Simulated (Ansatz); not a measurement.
# HfO2: relaxation of cell and atoms with PBEsol+U

Crystal: HfO2.

```
CELL_PARAMETERS angstrom
5.08032 0.00000 0.00000
0.00000 5.16487 0.00000
0.00000 0.00000 4.89088
ATOMIC_POSITIONS crystal
Hf 0.22259 0.78180 0.27207
Hf 0.72259 0.71820 0.72793
Hf 0.77741 0.21820 0.27207
Hf 0.27741 0.28180 0.72793
O 0.18682 0.16365 0.10453
O 0.68682 0.33635 0.89547
O 0.81318 0.83635 0.10453
O 0.31318 0.66365 0.89547
O 0.00000 0.50000 0.48905
O 0.50000 0.00000 0.51095
O 0.00000 0.00000 0.57562
O 0.50000 0.50000 0.42438
```

The cell comes from a database or a generator and needn't be the stable form of this composition.

```
Program             : Ansatz 0.2.0
Task                : relaxation of cell and atoms
Functional          : PBEsol
Potentials or basis : Ansatz PAW
Cutoff              : 420 eV (not typed: the program's choice for these potentials)
k mesh              : 5 × 5 × 6
Occupations         : fermi-dirac, width 0.05 eV
Spin                : no spin polarisation
Hubbard terms       : Hf d U = 3.5 eV
Hubbard projectors  : ortho-atomic (the default)
Double counting     : fll (the default)
```

```json
{
 "Relaxed volume": "10.97 Å³/atom",
 "Relaxed cell": "a = 5.161 Å, b = 5.169 Å, c = 4.936 Å, α = 90.00°, β = 90.00°, γ = 90.00°",
 "Space group after relaxing (to 0.05 Å)": "P-42_1m (No. 113)",
 "Energy gained by relaxing": "7.1 meV/atom",
 "Ionic steps": "9",
 "Pressure after relaxing": "0.0 GPa",
 "Band gap on the k mesh": "4.11 eV, indirect (least direct gap 4.20 eV)"
}
```

Step by step:
| step | energy change (eV) | largest force (eV/Å) | volume (Å³) |
| --- | --- | --- | --- |
| 1 | 0.0000 | 0.3577 | 128.33 |
| 2 | -0.0469 | 0.1800 | 132.28 |
| 3 | -0.0553 | 0.1465 | 131.64 |
| 4 | -0.0584 | 0.0595 | 131.50 |
| 5 | -0.0628 | 0.0104 | 131.52 |
| 6 | -0.0637 | 0.0044 | 131.52 |
| 7 | -0.0843 | 0.0052 | 131.52 |
| 8 | -0.0839 | 0.0014 | 131.68 |
| 9 | -0.0851 | 0.0014 | 131.68 |

Final structure:
```yaml
crystal:
  lattice:
    - [5.16081, 0.00000, 0.00000]
    - [0.00000, 5.16939, 0.00000]
    - [0.00000, 0.00000, 4.93570]
  atoms:
    - { symbol: Hf, position: [0.21903, 0.78127, 0.27176] }
    - { symbol: Hf, position: [0.71903, 0.71873, 0.72824] }
    - { symbol: Hf, position: [0.78097, 0.21873, 0.27176] }
    - { symbol: Hf, position: [0.28097, 0.28127, 0.72824] }
    - { symbol: O, position: [0.17536, 0.17360, 0.10675] }
    - { symbol: O, position: [0.67536, 0.32640, 0.89325] }
    - { symbol: O, position: [0.82464, 0.82640, 0.10675] }
    - { symbol: O, position: [0.32464, 0.67360, 0.89325] }
    - { symbol: O, position: [0.00000, 0.50000, 0.49918] }
    - { symbol: O, position: [0.50000, 0.00000, 0.50082] }
    - { symbol: O, position: [0.00000, 0.00000, 0.57507] }
    - { symbol: O, position: [0.50000, 0.50000, 0.42493] }
```

Levels at points of the mesh, in eV from the valence-band top:
```
            k point  band 74  band 75  band 76  band 77  band 78  band 79
 (0.00, 0.00, 0.00)    -0.22    -0.09    -0.08     4.11     5.08     5.55
(0.00, 0.00, -0.50)    -0.76     0.00     0.00     4.35     5.07     5.88
```

Eigenvalues of the final occupation matrices:
```csv
site,spin,trace,eigenvalues
site 1,1,1.03,0.16 0.16 0.22 0.23 0.27
site 2,1,1.03,0.16 0.16 0.22 0.23 0.27
site 3,1,1.03,0.16 0.16 0.22 0.23 0.27
site 4,1,1.03,0.16 0.16 0.22 0.23 0.27
```

Wall time 2.7 min on 4 threads of Arm Neoverse V2 (shared host), peak memory 0.88 GiB.

Caveat: odd divisions of the mesh miss points on the zone boundary, where band edges often lie, so the gap on the mesh can be too wide; the plane-wave basis is chosen anew once the cell has moved, so the energies of steps on either side of that aren't comparable; the pressure holds a Pulay correction of +0.9 GPa for the finite cutoff; spin-orbit coupling is left out, which moves the levels of the heavy elements; the PAW data sets come from PBE, with cores solved anew for the run's functional, which leaves a small shift of forces and pressure. A k mesh can miss the band edges.
